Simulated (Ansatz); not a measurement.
# CsSnI3 (Pm-3m) in Ansatz: notebook

Runs on CsSnI3. Level: PBEsol. Tasks: dielectric tensor, phonons.

Everything below comes from runs of Ansatz 0.2.0. Logs are shortened: lines on timing, memory, paths and dates and some standing lists are left out, and cuts for length are marked.

**1. The structure**

It takes space group Pm-3m (No. 221, cubic). Conventional cell: a = 6.206 Å, b = 6.206 Å, c = 6.206 Å, α = 90.00°, β = 90.00°, γ = 90.00°. Cs (site symmetry m-3m) is surrounded by 12 I at 4.39 Å. I (site symmetry 4/mmm) has 2 Sn at 3.10 Å as nearest neighbours. Around Sn (site symmetry m-3m) lie 6 I at 3.10 Å.

**2. Dielectric tensor, PBEsol**

input.yaml reads:

```yaml
crystal:
  lattice:
    - [6.2057, 0.0, 0.0]
    - [0.0, 6.2057, 0.0]
    - [0.0, 0.0, 6.2057]
  atoms:
    - { symbol: Cs, position: [0.0, 0.0, 0.0] }
    - { symbol: I, position: [0.5, 0.5, 0.0] }
    - { symbol: I, position: [0.5, 0.0, 0.5] }
    - { symbol: I, position: [0.0, 0.5, 0.5] }
    - { symbol: Sn, position: [0.5, 0.5, 0.5] }
kpoints:
  mp_grid: { grid: [5, 5, 5] }
scf:
  occupations: { method: fixed }
hamiltonian:
  xc: pbesol
  pseudopotentials: { kind: all_electron, datasets: crystal }
output: {}
dielectric: {}
```

Potentials or basis: all-electron PAW datasets made for the crystal.

Command:

```bash
> ansatz run input.yaml --threads 4 --pin off --max-ram 12288MiB --backend cpu --events-out ev --progress --plain --runs-dir out
```

Output:

```text
Warning: RAYON_NUM_THREADS=4 ignored (pool sized by the plan → 4); use --threads N
hamiltonian.pseudopotentials.datasets: crystal makes datasets for this crystal and solves the spheres of its atoms anew in each pass: cutoff 270.0 eV, the density's 1080.0 eV; for an error of 0.50 meV an atom under PBE, 2.5 meV for the cell; an energy difference from a run of another recipe may be off by several times the error for the cell, under r2SCAN by more, where some 0.1 meV an atom stays at smaller errors; in a run that uses the all-electron wave functions in the spheres, carries its plane waves along with the cell (elastic.basis: deformed) or is on a recipe of such a run or, without exact exchange, of a hybrid, they include no finite-basis correction of the energy (for plane waves above the cutoff): energies differ from those of runs with it by up to 1.1 meV an atom at a dataset_error of 0.2 meV (4 under r2SCAN), and by more at a larger error or with an open f shell (one dataset_recipe, of a run without it, keeps both alike, but for a hybrid, which always has it); Sn in spheres of 1.376 Å, 14 of its electrons in bands; I in spheres of 1.376 Å, 7 of its electrons in bands, 10 on its site; Cs in spheres of 1.376 Å, 9 of its electrons in bands, 10 on its site; only band paths and densities of states list, in semicore columns, the levels of the semicore shells that are solved separately: 4d of I, 4d of Cs
Engine: ansatz 0.2.0, x86_64-unknown-linux-gnu
Pseudopotentials: kind: all_electron
Pseudopotential: Cs, paw, valence charge 19, recommended cutoff 270 eV (normal), crystal/all_electron/pbesol/scalar/gaussian/Cs, Koelling and Harmon's equation, gaussian nucleus
Pseudopotential: I, paw, valence charge 17, recommended cutoff 270 eV (normal), crystal/all_electron/pbesol/scalar/gaussian/I, Koelling and Harmon's equation, gaussian nucleus
Pseudopotential: Sn, paw, valence charge 14, recommended cutoff 270 eV (normal), crystal/all_electron/pbesol/scalar/gaussian/Sn, Koelling and Harmon's equation, gaussian nucleus
Functional definition: PBEsol
  exchange = pbesol_x
  correlation = pbesol_c
davidson cushion auto → on  (no smearing: the cushion is to keep the highest requested band from converging to the state above it; pin scf.eigensolver.cushion to override)
Crystal: 5 atoms, lattice volume = 238.986 Å³
Basis set: ecut = 270 eV, 2469 PW (Γ), exchange–correlation on 72×72×72 points (8 copies of the dense FFT grid, shifted against one another)
Bands: 27, of which v1, the nominal top of the filled ones, is band 22 counted from 1 (21 counted from 0)
Symmetry: 48 space group operations
k-points: 18 of 125 (irreducible under 8 space group operations, time reversal used)
Non-local potential: Cs, projectors of the file, l = 0: 2, l = 1: 1, l = 2: 2, l = 3: 2
Non-local potential: I, projectors of the file, l = 0: 1, l = 1: 1
Non-local potential: Sn, projectors of the file, l = 0: 1, l = 1: 1, l = 2: 2
PAW form: soft (Blöchl's): semilocal exchange-correlation on the pseudo side does not see the compensation charge
PAW one-centre angular grid: Cs, 194 points (default); XC on its mesh's 1853 points in the sphere
PAW one-centre angular grid: I, 110 points (default); XC on its mesh's 1859 points in the sphere
PAW one-centre angular grid: Sn, 590 points (default); XC on its mesh's 1863 points in the sphere
Initial density: superposition of atomic densities (neutral atoms: chi_scale 0, normalization atom)
Initial wavefunctions: pseudopotential atomic-orbital guess
Functional: x = pbesol(κ = 0.804, μ = 0.12345679012345678), c = pbesol(β = 0.046)
iter 1 solved again at ethr=2.20e-3 eV; its pass at ethr=1.00e-1 eV (dr2=9.66e-1 eV) is discarded
SCF iter   1: F=—  HF=-960504.442567 eV  |F-HF|=—  |Δ(HF+E_count)|=         —  Δρ=1.10e-2  dr2=8.40e-1  ethr=2.20e-3  ⟨swp⟩=7.6  Hψ=3065  notcnv=0
preconditioner: auto → Resta (q_TF=auto, 2.058 Å⁻¹)  ε∞=3.2  [insulator: Δε(μ)=1.802 eV  Ē_g=9.185 eV  n_scr=32 (ndim 8)  ℏωp=13.6 eV  f_vac=0.001  ε∞_Penn≈3.2]
SCF iter   2: F=—  HF=-960504.203042 eV  |F-HF|=—  |Δ(HF+E_count)|=   2.40e-1  Δρ=5.12e-3  dr2=1.67e-1  ethr=1.91e-3  ⟨swp⟩=3.2  Hψ=1331  notcnv=0  defer=2
iter 3 solved again at ethr=3.02e-5 eV; its pass at ethr=3.80e-4 eV (dr2=1.33e-2 eV) is discarded
SCF iter   3: F=—  HF=-960504.161167 eV  |F-HF|=—  |Δ(HF+E_count)|=   4.19e-2  Δρ=1.80e-3  dr2=1.33e-2  ethr=3.02e-5  ⟨swp⟩=2.9  Hψ=2438  notcnv=0  defer=5
SCF iter   4: F=—  HF=-960504.161893 eV  |F-HF|=—  |Δ(HF+E_count)|=   7.26e-4  Δρ=3.87e-4  dr2=9.55e-4  ethr=3.01e-5  ⟨swp⟩=4.9  Hψ=1299  notcnv=0  defer=6
SCF iter   5: F=—  HF=-960504.161977 eV  |F-HF|=—  |Δ(HF+E_count)|=   8.32e-5  Δρ=1.33e-4  dr2=9.79e-5  ethr=2.17e-6  ⟨swp⟩=5.2  Hψ=1563  notcnv=0  defer=7
SCF iter   6: F=—  HF=-960504.162039 eV  |F-HF|=—  |Δ(HF+E_count)|=   6.26e-5  Δρ=3.57e-5  dr2=6.01e-6  ethr=2.23e-7  ⟨swp⟩=5.1  Hψ=1568  notcnv=0  defer=3
SCF iter   7: F=—  HF=-960504.162044 eV  |F-HF|=—  |Δ(HF+E_count)|=   4.77e-6  Δρ=8.02e-6  dr2=1.90e-7  ethr=1.37e-8  ⟨swp⟩=4.7  Hψ=1532  notcnv=0  defer=3
SCF iter   8: F=—  HF=-960504.162044 eV  |F-HF|=—  |Δ(HF+E_count)|=   2.67e-7  Δρ=1.81e-6  dr2=1.15e-8  ethr=4.33e-10  ⟨swp⟩=4.7  Hψ=1530  notcnv=0  defer=18
SCF iter   9: F=—  HF=-960504.162044 eV  |F-HF|=—  |Δ(HF+E_count)|=   1.28e-8  Δρ=3.60e-7  dr2=5.64e-10  ethr=2.62e-11  ⟨swp⟩=4.8  Hψ=1557  notcnv=0  defer=7
SCF iter  10: F=-960504.162044 eV  HF=-960504.162044 eV  |F-HF|=1.16e-10  |Δ(HF+E_count)|=  9.31e-10  Δρ=9.52e-8  dr2=3.39e-11  ethr=1.28e-12  ⟨swp⟩=5.3  Hψ=1645  notcnv=0  defer=14
2 of the run's printed levels, from 10.46 eV on, may lie off, as they stand: their residual norms reach 0.036 eV (residual_norms_ev in the JSON report holds each one's)
SCF 1 converged in 10 iterations: F = -960504.162044 eV  dr2 = 3.39e-11
the response reads at least the filled bands of the reference SCF and the lowest empty band at each k-point, and that SCF's band table does not vouch for those bands. The notice of the band table in this run's record says why
NSCF: frozen V_eff on 5 k-points
DFPT response loops at Γ: preconditioner auto → Resta (q_TF=auto, 2.058 Å⁻¹)  ε∞=5.9 (no band partly filled); β = 1.00, the filter's whole step (`scf.mixing.beta` (0.50) is not read by the response loops at its default; to damp them type it under 1.00, their step now; it binds the ground state too); Broyden in place of MSR1
WARN: field response: the 5×5×5 k-mesh looks too coarse for the field response at k = (0.4000, 0.4000, 0.4000), direct gap 1.725 eV: take ε∞, Z* and everything formed from them as unconverged in the mesh. The response there varies over an interband length of 4.20 Å as this mesh's differences read it, which a coarse mesh reads short; the mesh's real-space period, 31.0 Å, is under 14 times that, 58.8 Å: points inside a basis were not begun: none includes the bands' part inside the spheres of datasets made for the crystal; else type a denser kpoints.mp_grid, and compare
SCF converged after 10 iterations
Free energy (F): -960504.162044 eV
Harris-Foulkes:  -960504.162044 eV  (|F-HF|=1.16e-10)
Internal energy: -960504.162044 eV  (E = F + TS)
E sigma→0 (E₀):  -960504.162044 eV
Past the cutoff: waves up to 1.5 times it would add -0.000094 eV an atom, which no energy here includes
By the cutoff:   a pressure is off by up to 0.006 GPa (6 times that energy over an atom's volume, and 0.004 GPa: a bound that held against runs at twice the plane waves)
Past the cutoffs: a stress includes 0.0004 GPa for waves and charges beyond them
In the spheres:  the bands' charges fall short by 2.0e-6 e at most (sound up to 1e-3), those of shells solved beside the bands by 1.8e-7 e (sound up to 5e-4)
Fermi energy:    5.921155 eV
--- Per-component energies (eV) ---
  E_band       = -159.799500
  E_kinetic    = 606.312584
  E_local      = -9812.023127  (includes V_loc(G=0)·N_el)
  E_nonlocal   = 139.942266
  E_hartree    = 4506.851899
  E_xc         = -516.610662
  E_vxc        = -616.992342  (∫ρ·V_xc dr)
  E_paw        = -974272.365173  (= ΣΔE_a)
  E_vpaw       = -26157.612350  (= ΣTr[D̂ρ^β])
  E_ewald      = -7823.139811
  E_smearing   = -0.000000  (= −TS)
  E_closure    = 26666.869980  (closes the sum)
  Σ components = -960504.162044   (vs F -960504.162044, Δ=0.00e0)
  The terms above E_closure are by the made datasets' own strengths, without shells solved beside the bands.
--- Band table (eV; the first three rows and the last of 18) ---
  k-point 0: bands = ["-15.4209", "-15.1531", "-15.1531", "-15.1308", "-15.1308", "-15.1308", "-6.4727", "-5.7520", "-5.7520", "-2.1899", "-2.1899", "-2.1899", "0.6004", "2.1057", "2.1057", "2.1057", "4.5056", "4.5056", "4.5056", "4.6671", "4.6671", "4.6671", "8.9139", "9.8872", "9.8872", "10.2194", "10.2194"]
  k-point 1: bands = ["-15.4208", "-15.1531", "-15.1526", "-15.1309", "-15.1309", "-15.1308", "-6.4219", "-5.8136", "-5.7509", "-2.1874", "-2.1874", "-2.1830", "0.1682", "2.1429", "2.1429", "2.8531", "4.4329", "4.4329", "4.4453", "4.6099", "4.6099", "4.6409", "9.3154", "10.0938", "10.2190", "10.2350", "10.3532"]
  k-point 2: bands = ["-15.4205", "-15.1531", "-15.1518", "-15.1310", "-15.1310", "-15.1308", "-6.3055", "-5.9476", "-5.7492", "-2.1834", "-2.1834", "-2.1731", "-0.2357", "2.2086", "2.2086", "3.6674", "4.2845", "4.2845", "4.3536", "4.5510", "4.5510", "5.0455", "8.3144", "10.2153", "10.5895", "10.7477", "10.9083"]
  k-point 17: bands = ["-15.4199", "-15.1511", "-15.1511", "-15.1312", "-15.1312", "-15.1311", "-6.0320", "-5.9538", "-5.9538", "-2.2063", "-2.2063", "-2.1994", "-1.5269", "3.5334", "3.5971", "3.5971", "4.0028", "4.0028", "4.9941", "4.9941", "5.0459", "5.9212", "7.6466", "7.6466", "8.0615", "9.9661", "10.9299"]
--- Dielectric response (ions clamped): 1 representative field direction + reference, on 18 of 125 k-points (Σ response iterations 12) ---
  k mesh reduced under 8 symmetry operations, with k and −k counted as one. Each operation leaves every solved perturbation unchanged. A smaller set is not considered because the run solves the response to a homogeneous field
  ε∞ (high-frequency dielectric tensor):
        8.061947    -0.000000    -0.000000
       -0.000000     8.061947     0.000000
        0.000000     0.000000     8.061947
  Born effective charges Z* (e; rows j = field, columns β = displacement):
    site 0:
         1.38717   -0.00000   -0.00000
        -0.00000    1.38717    0.00000
        -0.00000    0.00000    1.38717
    site 1:
        -0.79692   -0.00000   -0.00000
         0.00000   -0.79692    0.00000
         0.00000    0.00000   -5.66004
    site 2:
        -0.79692    0.00000    0.00000
         0.00000   -5.66004    0.00000
        -0.00000    0.00000   -0.79692
    site 3:
        -5.66004    0.00000   -0.00000
         0.00000   -0.79692    0.00000
        -0.00000    0.00000   -0.79692
    site 4:
         5.86671    0.00000    0.00000
        -0.00000    5.86671    0.00000
        -0.00000    0.00000    5.86671
  Z* charge neutrality: 6.168e-6 e pre-enforcement
  k-mesh period / interband length: 31.0 Å / 4.20 Å = 7.39 at k = (0.4000, 0.4000, 0.4000), direct gap 1.725 eV — UNDER 14: by this measure the k-mesh is too coarse for the response
```

Wall time 4.2 min (4 threads of Intel Xeon at 2.50GHz (Skylake/Cascade Lake), shared host); peak memory 1.8 GiB.

Results:

| Item | Value |
| --- | --- |
| Free energy | -960504.1620 eV |
| Band gap on the k mesh | 1.73 eV, direct |

Levels at points of the mesh, in eV from the valence-band top:
```tsv
k point	band 20	band 21	band 22	band 23	band 24	band 25
(0.00, 0.00, 0.00)	-1.25	-1.25	-1.25	2.99	3.97	3.97
```

Caveat: spin-orbit coupling is left out, which moves the levels of the heavy elements; an odd mesh through Γ misses points on the zone boundary, where band edges often lie; the cell was measured hot, at 500 K.

[end of part 1 of 2]
